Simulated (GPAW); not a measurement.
# Ir (Fm-3m) in GPAW: convergence with convergence criteria

Aim: find how far convergence criteria must go before the results for Ir settle, at r2SCAN. This setting moves, with any that are tied to it; all else stays.

All numbers are computed with GPAW 26.7.0; they aren't measurements. Logs are shortened: lines on timing, memory, paths and dates and some standing lists are left out, and cuts for length are marked. The log counts tension as positive stress, the text compression.

### Step 1. Starting point

It takes space group Fm-3m (No. 225, cubic). Conventional cell: a = 3.831 Å, b = 3.831 Å, c = 3.831 Å, α = 90.00°, β = 90.00°, γ = 90.00°. Ir (site symmetry m-3m) is surrounded by 12 Ir at 2.71 Å.

### Step 2. With convergence criteria density=0.001 energy=0.01 eigenstates=0.0001

Input file run.py:

```python
from ase import Atoms
from ase.dft.bandgap import bandgap
from ase.io import write
from ase.units import GPa
from gpaw import GPAW, PW

atoms = Atoms(['Ir'],
              cell=[[0.0, 1.9156, 1.9156],
                    [1.9156, 0.0, 1.9156],
                    [1.9156, 1.9156, 0.0]],
              scaled_positions=[[0.0, 0.0, 0.0]],
              pbc=True)

calc = GPAW(mode=PW(600),
            xc='MGGA_X_R2SCAN+MGGA_C_R2SCAN',
            kpts={'size': (12, 12, 12), 'gamma': True},
            occupations={'name': 'fermi-dirac', 'width': 0.05},
            nbands=16,
            convergence={'density': 0.001, 'energy': 0.01, 'eigenstates': 0.0001},
            maxiter=100,
            txt='gpaw.txt')
atoms.calc = calc
energy = atoms.get_potential_energy()
forces = atoms.get_forces()
stress = atoms.get_stress()
calc.write('gs.gpw')
write('result.traj', atoms)
print(f'Energy: {energy:.6f} eV')
print('Forces (eV/A):')
print(forces.round(4))
print('Stress (GPa):', (stress / GPa).round(3))
print('Fermi level:', round(calc.get_fermi_level(), 4), 'eV')
print(f'Gap: {bandgap(calc)[0]:.4f} eV, direct: {bandgap(calc, direct=True)[0]:.4f} eV')
```

Potentials or basis: GPAW PAW data sets (gpaw-data 1.2.1), pw.

Launch:

```sh
OMP_NUM_THREADS=1 python run.py
```

Wall time 14 s (1 thread of Intel Xeon 6975P-C (Granite Rapids), shared host); peak memory 0.24 GiB.

Results:

```
Free energy            : -24.4372 eV
Pressure               : 4.3 GPa
Band gap on the k mesh : none (metal or under the smearing width)
```

### Step 3. With convergence criteria default

Edit run.py of step 2 so:

```diff
@@ -18,3 +18,2 @@
             nbands=16,
-            convergence={'density': 0.001, 'energy': 0.01, 'eigenstates': 0.0001},
             maxiter=100,
```

Potentials or basis: GPAW PAW data sets (gpaw-data 1.2.1), pw.

Launch:

```sh
OMP_NUM_THREADS=1 python run.py
```

Run time: 17 s. Hardware: 1 thread of Intel Xeon 6975P-C (Granite Rapids), shared host; peak memory 0.24 GiB.

Results (log left out):

```
Free energy            : -24.4372 eV
Pressure               : 4.4 GPa
Band gap on the k mesh : none (metal or under the smearing width)
```

### Step 4. With convergence criteria density=1e-05 energy=1e-05

Edit run.py of step 3 so:

```diff
@@ -18,2 +18,3 @@
             nbands=16,
+            convergence={'density': 1e-05, 'energy': 1e-05},
             maxiter=100,
```

Launch:

```sh
OMP_NUM_THREADS=1 python run.py
```

It took 18 s on 1 thread of Intel Xeon 6975P-C (Granite Rapids), shared host; peak memory 0.24 GiB.

Results (log left out):

```yaml
Free_energy: -24.4372 eV
Pressure: 4.4 GPa
Band_gap_on_the_k_mesh: none (metal or under the smearing width)
```

### Step 5. With convergence criteria density=1e-05 forces=0.0001

Edit run.py of step 4 so:

```diff
@@ -18,3 +18,3 @@
             nbands=16,
-            convergence={'density': 1e-05, 'energy': 1e-05},
+            convergence={'density': 1e-05, 'forces': 0.0001},
             maxiter=100,
```

Launch:

```sh
OMP_NUM_THREADS=1 python run.py
```

Run time: 19 s. Hardware: 1 thread of Intel Xeon 6975P-C (Granite Rapids), shared host; peak memory 0.24 GiB.

The run converged. Its results:

```yaml
Free_energy: -24.4372 eV
Pressure: 4.4 GPa
Band_gap_on_the_k_mesh: none (metal or under the smearing width)
```

### Step 6. With convergence criteria density=1e-06 energy=1e-06 eigenstates=1e-10

Edit run.py of step 5 so:

```diff
@@ -18,3 +18,3 @@
             nbands=16,
-            convergence={'density': 1e-05, 'forces': 0.0001},
+            convergence={'density': 1e-06, 'energy': 1e-06, 'eigenstates': 1e-10},
             maxiter=100,
```

Potentials or basis: GPAW PAW data sets (gpaw-data 1.2.1), pw.

Launch:

```sh
OMP_NUM_THREADS=1 python run.py
```

gpaw.txt:

```text
__  _  _
 | _ |_)|_||  |
 |__||  | ||/\| - 26.7.0

Input parameters:
  mode=PW(ecut=600.0),
  convergence={'density': 1e-06, 'energy': 1e-06, 'eigenstates': 1e-10},
  kpts=MonkhorstPack(size=(12, 12, 12), gamma=True),
  maxiter=100,
  nbands=16,
  occupations=Occupations(name='fermi-dirac', width=0.05),
  xc=XC(name='MGGA_X_R2SCAN+MGGA_C_R2SCAN')

Diagonalizing LCAO Hamiltonian
Converting LCAO to pw mode

       Ir

Atoms  # Å, Bohr magnetons
|   | symbol |        x |        y |        z |    initial magnetic moments |
|---|--------|----------|----------|----------|-----------------------------|
| 0 |     Ir | 0.000000 | 0.000000 | 0.000000 | ( 0.0000,  0.0000,  0.0000) |

Unit cell  # Å
| periodic |        x |        y |        z |  lengths |    angles |
|----------|----------|----------|----------|----------|-----------|
|      yes | 0.000000 | 1.915600 | 1.915600 | 2.709068 | 60.000000 |
|      yes | 1.915600 | 0.000000 | 1.915600 | 2.709068 | 60.000000 |
|      yes | 1.915600 | 1.915600 | 0.000000 | 2.709068 | 60.000000 |

Number of symmetries: 48
Symmetry operations  # r_c * U_cc + t_c -> r_c
|    | kind |            matrix            |
|----|------|------------------------------|
|  0 |  σ   |  1, 0, 0,  1, 0,-1,  1,-1, 0 |
|  1 |  C2  |  1, 0, 0,  1,-1, 0,  1, 0,-1 |
|  2 |  E   |  1, 0, 0,  0, 1, 0,  0, 0, 1 |
|  3 |  σ   |  1, 0, 0,  0, 0, 1,  0, 1, 0 |
|  4 |  C4  |  1, 0,-1,  1, 0, 0,  1,-1, 0 |
|  5 |  S6  |  1, 0,-1,  1,-1, 0,  1, 0, 0 |
|  6 |  σ   |  1, 0,-1,  0, 1,-1,  0, 0,-1 |
|  7 |  C3  |  1, 0,-1,  0, 0,-1,  0, 1,-1 |
|  8 |  S6  |  1,-1, 0,  1, 0, 0,  1, 0,-1 |
|  9 |  C4  |  1,-1, 0,  1, 0,-1,  1, 0, 0 |
| 10 |  C3  |  1,-1, 0,  0,-1, 1,  0,-1, 0 |
| 11 |  σ   |  1,-1, 0,  0,-1, 0,  0,-1, 1 |
| 12 |  σ   |  0, 1, 0,  1, 0, 0,  0, 0, 1 |
| 13 |  C4  |  0, 1, 0,  0, 1,-1, -1, 1, 0 |
| 14 |  C3  |  0, 1, 0,  0, 0, 1,  1, 0, 0 |
| 15 |  S6  |  0, 1, 0, -1, 1, 0,  0, 1,-1 |
| 16 |  C2  |  0, 1,-1,  1, 0,-1,  0, 0,-1 |
| 17 |  σ   |  0, 1,-1,  0, 1, 0, -1, 1, 0 |
| 18 |  S4  |  0, 1,-1,  0, 0,-1,  1, 0,-1 |
| 19 |  C4  |  0, 1,-1, -1, 1, 0,  0, 1, 0 |
| 20 |  C3  |  0, 0, 1,  1, 0, 0,  0, 1, 0 |
| 21 |  σ   |  0, 0, 1,  0, 1, 0,  1, 0, 0 |
| 22 |  S6  |  0, 0, 1,  0,-1, 1, -1, 0, 1 |
| 23 |  C4  |  0, 0, 1, -1, 0, 1,  0,-1, 1 |
| 24 |  S4  |  0, 0,-1,  1, 0,-1,  0, 1,-1 |
| 25 |  C3  |  0, 0,-1,  0, 1,-1,  1, 0,-1 |
| 26 |  C2  |  0, 0,-1,  0,-1, 0, -1, 0, 0 |
| 27 |  S6  |  0, 0,-1, -1, 0, 0,  0,-1, 0 |
| 28 |  S4  |  0,-1, 1,  1,-1, 0,  0,-1, 0 |
| 29 |  C4  |  0,-1, 1,  0, 0, 1, -1, 0, 1 |
| 30 |  C2  |  0,-1, 1,  0,-1, 0,  1,-1, 0 |
| 31 |  σ   |  0,-1, 1, -1, 0, 1,  0, 0, 1 |
| 32 |  C3  |  0,-1, 0,  1,-1, 0,  0,-1, 1 |
| 33 |  S6  |  0,-1, 0,  0, 0,-1, -1, 0, 0 |
| 34 |  S4  |  0,-1, 0,  0,-1, 1,  1,-1, 0 |
| 35 |  C2  |  0,-1, 0, -1, 0, 0,  0, 0,-1 |
| 36 |  C2  | -1, 1, 0,  0, 1, 0,  0, 1,-1 |
| 37 |  S6  | -1, 1, 0,  0, 1,-1,  0, 1, 0 |
| 38 |  S4  | -1, 1, 0, -1, 0, 1, -1, 0, 0 |
| 39 |  C3  | -1, 1, 0, -1, 0, 0, -1, 0, 1 |
| 40 |  S6  | -1, 0, 1,  0, 0, 1,  0,-1, 1 |
| 41 |  C2  | -1, 0, 1,  0,-1, 1,  0, 0, 1 |
| 42 |  C3  | -1, 0, 1, -1, 1, 0, -1, 0, 0 |
| 43 |  S4  | -1, 0, 1, -1, 0, 0, -1, 1, 0 |
| 44 |  C2  | -1, 0, 0,  0, 0,-1,  0,-1, 0 |
| 45 |  i   | -1, 0, 0,  0,-1, 0,  0, 0,-1 |
| 46 |  σ   | -1, 0, 0, -1, 1, 0, -1, 0, 1 |
| 47 |  C2  | -1, 0, 0, -1, 0, 1, -1, 1, 0 |

BZ-sampling:
  Number of BZ points: 1728
  Number of IBZ points: 72

  Monkhorst-Pack size: [12, 12, 12]
  Monkhorst-Pack shift: [0.041666666666666664, 0.041666666666666664, 0.041666666666666664]

K-points  # in reciprocal-cell coordinates
|     |                                coordinates |     weight |
|-----|--------------------------------------------|------------|
|   0 | ( -0.00000000,  -0.00000000,  -0.00000000) | 0.00057870 |
|   1 | (  0.08333333,   0.08333333,  -0.00000000) | 0.00347222 |
|   2 | (  0.08333333,   0.08333333,   0.08333333) | 0.00462963 |
|   3 | (  0.16666667,   0.08333333,   0.08333333) | 0.00694444 |
|   4 | (  0.16666667,   0.16666667,  -0.00000000) | 0.00347222 |
|   5 | (  0.16666667,   0.16666667,   0.08333333) | 0.01388889 |
|   6 | (  0.16666667,   0.16666667,   0.16666667) | 0.00462963 |
|   7 | (  0.25000000,   0.16666667,   0.08333333) | 0.01388889 |
|   8 | (  0.25000000,   0.16666667,   0.16666667) | 0.01388889 |
|   9 | (  0.25000000,   0.25000000,  -0.00000000) | 0.00347222 |
| ... |                                            |            |
|  71 | (  0.50000000,   0.50000000,   0.50000000) | 0.00231481 |

Plane wave coefficients: 495
Cutoff: 600.0 eV

Spin-components: 1 (collinear spins)
Bands:           16
Projectors:      6
Spin-degeneracy: 2
Datatype:        complex128

Parallelization:
  kpt:    1
  domain: 1
  band:   1

Density:
  Valence electrons: 15.0
  Components: 1
  Grid points: [16 16 16]
  Charge: 0.0  # |e|

Potential:
  Grid points: [16 16 16]

species:
  Ir:
    name:    Iridium
    Z:       77.0
    valence: 15
    core:    62
    charge:  0.0  # [|e|]
    compensation charges:
      type: gauss
      rc: 0.40  # [Å]
      lmax: 2
    cutoffs:
      filter: 2.40  # [Å]
      core: 2.36  # [Å]
    projectors
    | kind |    occ | energy [eV] | rcut [Å] |
    |------|--------|-------------|----------|
    |   6s |  2.000 |      -6.307 |    1.296 |
    |   5p |  6.000 |     -54.741 |    1.328 |
    |   6p |  0.000 |      -1.224 |    1.328 |
    |   5d |  7.000 |      -7.169 |    1.286 |
    |    s |        |      20.905 |    1.296 |
    |    d |        |      20.043 |    1.286 |

    Using partial waves for Ir as LCAO basis

Reference energy: -484484.849336  # eV

eigensolver:
  PPCG
  Converge bands: occupied
  niter=2

density mixing:
  MSR1-Mixer
  Pratt-step length: 0.05
  Maximum mixing coefficient: 0.75
  Old densities: 10
  SVD Regularization: 0.005
  Good broyden scale: 1.0
  Trust region scale: 1.0
  Backstep threshold: 4.0
  History deletion threshold: 6.0
  Fourier metric: weight=20.0, sigma=0.015

occupation numbers:
  Fermi-Dirac:
    width: 0.0500  # eV

poisson solver:
  ecut: 4800.0  # eV

xc functional:
  name: MGGA_X_R2SCAN+MGGA_C_R2SCAN with 2 nearest neighbor stencil

convergence criteria:
- Maximum integral of absolute [dens]ity change: 1e-06 electrons / valence electron
- Maximum [total energy] change in last 3 cyles: 1e-06 eV / valence electron
- Maximum integral of absolute [eigenst]ate change: 1e-10 eV^2 / valence electron
maximum number of iterations: 100

SCF iterations
|iter     | |      energy | eigst |  dens |
|---------|-|-------------|-------|-------|
|iter:   1| |  -26.713281 | +0.14 |       |
|iter:   2| |  -24.394702 | -1.43 | -1.49 |
|iter:   3| |  -24.402429 | -3.14 | -1.63 |
|iter:   4| |  -24.418524 | -2.73 | -1.77 |
|iter:   5| |  -24.437211 | -2.87 | -2.15 |
|iter:   6| |  -24.436769 | -3.96 | -2.20 |
|iter:   7| |  -24.434895 | -4.08 | -2.34 |
|iter:   8| |  -24.434914 | -5.27 | -3.05 |
|iter:   9| |  -24.434930 | -5.52 | -3.38 |
|iter:  10| |  -24.434930 | -7.81 | -4.42 |
|iter:  11| |  -24.434930c| -7.96 | -5.10 |
|iter:  12| |  -24.434930c| -9.23 | -5.54 |
|iter:  13| |  -24.434930c|-10.13c| -6.44c|

Converged in 13 steps
Energy contributions relative to reference atoms: (reference = -484484.849336)

Energy contributions:
  Kinetic:          12.934928
  Coulomb:         -11.761322
  Zero:             -0.212036
  External:          0.000000
  Xc:              -25.394229
  Entropy:          -0.004540
  Spinorbit:         0.000000
  ----------------------------
  Free energy:     -24.437200
  Extrapolated:    -24.434930

dipole moment: (-13.863305, -13.863305, -13.863305)  # |e|*Ang

Fermi level: 14.848
Eigenvalues  # (at kpt = [-0.000, -0.000, -0.000])
| band index |      eig [eV] | occ [0-2] |
|------------|---------------|-----------|
|          0 |       -36.040 |     2.000 |
|          1 |       -36.040 |     2.000 |
|          2 |       -36.040 |     2.000 |
|          3 |         3.296 |     2.000 |
|          4 |        10.785 |     2.000 |
|          5 |        10.785 |     2.000 |
[... 8 lines left out ...]
|         14 |        50.166 |     0.000 |
|         15 |        50.166 |     0.000 |

No gap
No difference between direct/indirect transitions

Forces  # eV/Ang
|        x |       y |        z |
|----------|---------|----------|
| -0.00000 | 0.00000 | -0.00000 |  # Ir   0

Stress tensor  # eV/Ang^3
|         x |         y |         z |
|-----------|-----------|-----------|
| -0.027410 |  0.000000 |  0.000000 |
|  0.000000 | -0.027410 |  0.000000 |
|  0.000000 |  0.000000 | -0.027410 |

# Writing to gs.gpw (mode='')
```

stdout:

```text
Energy: -24.434930 eV
Forces (eV/A):
[[-0.  0. -0.]]
Stress (GPa): [-4.392 -4.392 -4.392  0.     0.     0.   ]
Fermi level: 14.8484 eV
Gap: 0.0000 eV, direct: 0.0000 eV
```

It took 22 s on 1 thread of Intel Xeon 6975P-C (Granite Rapids), shared host; peak memory 0.24 GiB.

What came out:

| Item | Value |
| --- | --- |
| Free energy | -24.4372 eV |
| Pressure | 4.4 GPa |
| Band gap on the k mesh | none (metal or under the smearing width) |

### Step 7. Summary

| convergence criteria | energy less the tightest run, at zero smearing (meV/atom) | pressure (GPa) | SCF cycles | CPU time (s) | peak memory (GiB) |
| --- | --- | --- | --- | --- | --- |
| density=0.001 energy=0.01 eigenstates=0.0001 | 0.02 | 4.32 | 8 | 14 | 0.24 |
| default | 0.00 | 4.40 | 10 | 17 | 0.24 |
| density=1e-05 energy=1e-05 | 0.00 | 4.39 | 11 | 18 | 0.24 |
| density=1e-05 forces=0.0001 | 0.00 | 4.39 | 12 | 19 | 0.24 |
| density=1e-06 energy=1e-06 eigenstates=1e-10 | 0.00 | 4.39 | 13 | 22 | 0.24 |

Against the tightest run, the energy stays within 1 meV/atom from density=0.001 energy=0.01 eigenstates=0.0001 on; the pressure stays within 0.1 GPa from density=0.001 energy=0.01 eigenstates=0.0001 on. The tightest run that finished is the yardstick and may itself not be fully converged.

Caveats: the PAW data sets were made with another functional, which shifts forces and pressure a little.
